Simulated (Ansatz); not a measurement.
# CoO in Ansatz: the effect of functional

Crystal: CoO.

```xyz
2
Lattice="-1.4772 1.4772 2.0642 1.4772 -1.4772 2.0642 1.4772 1.4772 -2.0642" Properties=species:S:1:pos:R:3 pbc="T T T"
Co    0.0000    0.0000    0.0000
O     0.0000    0.0000    2.0642
```

The cell isn't the ideal one: volume scaled by 0.94.

Alike in all runs:

```yaml
Program: Ansatz 0.2.0
Task: single point
Potentials_or_basis: Ansatz PAW
k_mesh: 12 × 12 × 12
Occupations: fermi-dirac, width 0.05 eV
Spin: collinear spin, ferromagnetic start
Starting_moments: "[2.0, 0.0] μB"
```

Task: One run gave: pressure 0.8 GPa; moment 2.73 μB. Which functional did it use?
A. PBE
B. LDA
C. r2SCAN
D. PBEsol

Result: D.

```tsv
functional	cutoff	pressure (GPa)	moment (μB)
LDA	420 eV (not typed: the program's choice for these potentials)	-10.5	2.51
PBE	420 eV (not typed: the program's choice for these potentials)	10.6	2.65
PBEsol	420 eV (not typed: the program's choice for these potentials)	0.8	2.73
r2SCAN	500 eV (not typed: the program's choice for these potentials)	14.4	3.00
```

Caveats: a cell with one magnetic atom can't hold antiferromagnetic order, which such compounds often take; the PAW data sets come from PBE, with cores solved anew for the run's functional, which leaves a small shift of forces and pressure (some runs); the magnetic or orbital state may not be the lowest (some runs).
